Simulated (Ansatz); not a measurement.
CuO: one input, then a changed one

The structure comes from a relaxation in the same program, started in the CsCl type, and has space group Pm-3m. Whether it is a known phase or the ground state wasn't checked.

First run: DFT, PBE, all-electron LAPW, Dirac equation with spin-orbit coupling (Ansatz 0.2.0).

Command: `ansatz run input.yaml --threads 1 --pin off --max-ram 2048MiB --backend cpu --events-out ev --progress --plain --runs-dir out` The run took 2.4 min on 1 thread of Arm Neoverse V2, with other jobs on the host, peak memory 0.61 GiB.

```yaml
crystal:
  lattice:
    - [2.6368332336, 0.0, 0.0]
    - [0.0, 2.6368332336, 0.0]
    - [0.0, 0.0, 2.6368332336]
  atoms:
    - { symbol: Cu, position: [0.0, 0.0, 0.0] }
    - { symbol: O, position: [0.5, 0.5, 0.5] }
kpoints:
  mp_grid: { grid: [12, 12, 12] }
  band_path:
    path:
      - [0.0, 0.0, 0.0]
      - [0.0, 0.5, 0.0]
      - [0.5, 0.5, 0.0]
      - [0.0, 0.0, 0.0]
      - [0.5, 0.5, 0.5]
      - [0.0, 0.5, 0.0]
      - [0.5, 0.5, 0.5]
      - [0.5, 0.5, 0.0]
    npoints: 5
scf:
  occupations: { method: fermi_dirac, width: 0.08 }
hamiltonian:
  xc: pbe
  pseudopotentials: { kind: all_electron, lapw: { basis_error: 0.00025 } }
output:
  forces: true
  stress: true
  eigenvalues: true
magnetization:
  noncollinear: true
  spin_orbit: true
```

Result: converged; pressure 0.02 GPa; 9 SCF iterations.

Without spin polarisation or U, such a compound can come out metallic where the real one is a magnetic insulator.

The input is then changed:

```diff
@@ -8,5 +8,5 @@
     - { symbol: O, position: [0.5, 0.5, 0.5] }
 kpoints:
-  mp_grid: { grid: [12, 12, 12] }
+  mp_grid: { grid: [8, 8, 8] }
   band_path:
     path:
@@ -25,4 +25,5 @@
   xc: pbe
   pseudopotentials: { kind: all_electron, lapw: { basis_error: 0.00025 } }
+  hubbard: { sites: [{ species: Cu, l: d, u_eff: 2.0 }], double_counting: fll }
 output:
   forces: true
```

(1) Predict the outcome of the changed run.

## Answers

(1) It converged; pressure 1.22 GPa; 9 SCF iterations. Some of these settings are too coarse for converged properties.
